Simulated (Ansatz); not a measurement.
## Cs: pressure against volume

Cs, P6_3/mmc, a = 5.460 Å, c = 9.038 Å. This isn't the element's structure at ambient conditions. Ansatz: PBE, PAW, 420 eV, Γ-centred 9×9×6 mesh on 2 atoms, Gaussian smearing 0.10 eV; no spin polarisation. Shape and atoms are relaxed at each volume; pressure is positive in compression.

```
V (Å³/atom) P (GPa)
    102.654     0.32
    106.154     0.23
    109.653     0.14
    113.153     0.07
    116.653     0.01
    120.152        ?
    123.652    -0.09
    128.318    -0.15
```

**Question.** Take V0 = 116.653 Å³/atom, count pressures from its P0 = 0.01 GPa, fit the third-order Birch–Murnaghan form to the other rows, and predict the missing pressure.

**Answer.** With the Eulerian strain f = ½[(V0/V)^(2/3) − 1] and y = (P − P0)/[3f(1 + 2f)^(5/2)], the form is the line y = B0 + 1.5 B0 (B0′ − 4) f. Rows (f, y): 0.04448, 1.88; 0.03245, 1.93; 0.02106, 1.86; 0.01026, 1.85; -0.01905, 1.93; -0.03078, 2.03. Means f = 0.009737, y = 1.9133; Σ(Δf)² = 0.004322, ΣΔfΔy = -0.006623; the slope is their ratio. y = 1.928 − 1.533 f GPa, so B0 = 1.9 GPa and B0′ = 4 + 2 × (-1.533)/(3 × 1.928) = 3.47. At V = 120.152, f = -0.00975, y = 1.943 and P = -0.04 GPa. The run gave -0.05 GPa, so the fit is 0.01 GPa too high, a small miss on the scale of the series. For so soft a crystal pressures to 0.01 GPa are coarse: rounding alone can shift a y by 0.15 GPa, so B0′ is rough.